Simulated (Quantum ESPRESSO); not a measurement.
# HgTe (Coloradoite) under changes of volume

One of the cells (33.215 Å³/atom); the others are scaled copies at fixed shape and fractional positions:

```
Hg Te
1.0
     0.00000    3.21450    3.21450
     3.21450    0.00000    3.21450
     3.21450    3.21450    0.00000
Hg Te
1 1
Direct
  0.00000 0.00000 0.00000
  0.75000 0.75000 0.75000
```

* Program: Quantum ESPRESSO 7.5
* Functional: PW86PBE
* Potentials or basis: PseudoDojo 0.4.1 SR PBE standard
* Cutoff: 1088 eV
* Density cutoff: 4354 eV
* k mesh: 7 × 7 × 7
* Occupations: fermi-dirac, width 0.05 eV
* Spin: no spin polarisation

```csv
volume (Å³/atom),energy over the lowest point (meV/atom),pressure (GPa)
31.223,176.53,11.3
31.887,132.98,9.6
32.551,95.91,8.2
33.215,64.64,6.8
33.880,?,?
34.544,17.19,4.6
35.208,0.00,3.6
```

Q: What does the run at 33.880 Å³/atom give?

A: Energy over the lowest point 38.58 meV/atom; pressure 5.6 GPa.

Worked out: A Birch-Murnaghan fit of order 3 (a polynomial in V^(-2/3)) to the other rows has no minimum within the range. It gives 38.56 meV/atom at 33.880 Å³/atom, against the run's 38.58, and -dE/dV = 5.7 GPa, against 5.6.

Energies are extrapolated to zero smearing.

Caveats: the potentials were made for another functional, which shifts forces and pressure.
